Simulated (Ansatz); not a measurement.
**Pb under changes of volume**

One of the cells (30.323 Å³/atom); the others are scaled copies at fixed shape and fractional positions:

```
Pb
1.0
     0.00000    2.47502    2.47502
     2.47502    0.00000    2.47502
     2.47502    2.47502    0.00000
Pb
1
Direct
  0.00000 0.00000 0.00000
```

```yaml
Program: Ansatz 0.2.0
Functional: m-r2SCAN
Potentials_or_basis: Ansatz PAW
Cutoff: "500 eV (not typed: the program's choice for these potentials)"
k_mesh: 9 × 9 × 9
Occupations: fermi-dirac, width 0.05 eV
Spin: no spin polarisation
```

```tsv
volume (Å³/atom)	energy over the lowest point (meV/atom)	pressure (GPa)
28.503	35.12	4.8
29.110	19.44	3.4
29.716	?	?
30.323	2.36	1.1
30.929	0.00	0.2
31.535	1.10	-0.7
32.142	5.18	-1.4
```

**Question.** What does the run at 29.716 Å³/atom give?

**Answer.** Energy over the lowest point 8.69 meV/atom; pressure 2.2 GPa.

Worked out: A Birch-Murnaghan fit of order 3 (a polynomial in V^(-2/3)) to the other rows has its minimum at 31.03 Å³/atom with B0 = V·E''(V) = 46 GPa and B' = 5.2. It gives 8.70 meV/atom at 29.716 Å³/atom, against the run's 8.69, and -dE/dV = 2.2 GPa, against 2.2.

Energies are extrapolated to zero smearing.

Caveats: the PAW data sets come from PBE, with cores solved anew for the run's functional, which leaves a small shift of forces and pressure.
